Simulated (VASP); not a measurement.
A run of VASP 6.6.1:

The input INCAR:

```
SYSTEM = GePt
ALGO = Normal ; EDIFF = 1E-6
EDIFFG = -0.01 ; ENCUT = 520
GGA = PE ; IBRION = 2
ISIF = 3 ; ISMEAR = 0
KPAR = 4 ; LASPH = .TRUE.
LCHARG = .FALSE. ; LREAL = .FALSE.
LWAVE = .FALSE. ; NELM = 120
NSW = 90 ; PREC = Accurate
SIGMA = 0.1
```

Contents of KPOINTS:

```
k-points
0
G
  6 8 6
  0 0 0
```

File POSCAR:

```
GePt
1.0
    5.7319998700      0.0000000000      0.0000000000
    0.0000000000      3.7009999800      0.0000000000
    0.0000000000      0.0000000000      6.0879998200
Ge Pt
4 4
Direct
    0.8050000100      0.7500000000      0.5899999700
    0.1949999900      0.2500000000      0.4100000300
    0.6949999900      0.2500000000      0.0899999700
    0.3050000100      0.7500000000      0.9100000300
    0.9900000100      0.7500000000      0.1949999900
    0.0099999900      0.2500000000      0.8050000100
    0.5099999900      0.2500000000      0.6949999900
    0.4900000100      0.7500000000      0.3050000100
```

Potentials or basis: VASP PAW PBE potentials, release 64 (Ge_d, Pt).

Run with:

```bash
$ cat potpaw_PBE.64/Ge_d/POTCAR potpaw_PBE.64/Pt/POTCAR > POTCAR
$ mpirun -np 4 vasp_std > vasp.out
```

Hardware: 4 MPI ranks on AMD EPYC 9R45 96-Core Processor (Zen 5), on a shared host.

Problem. How long does it take, and how much memory?

Solution. Run time: 12 min on 4 MPI ranks on AMD EPYC 9R45 96-Core Processor (Zen 5), with other jobs on the host, peak memory 0.55 GiB a rank. Counts: scf iterations 112, k points 80, ion steps 16.
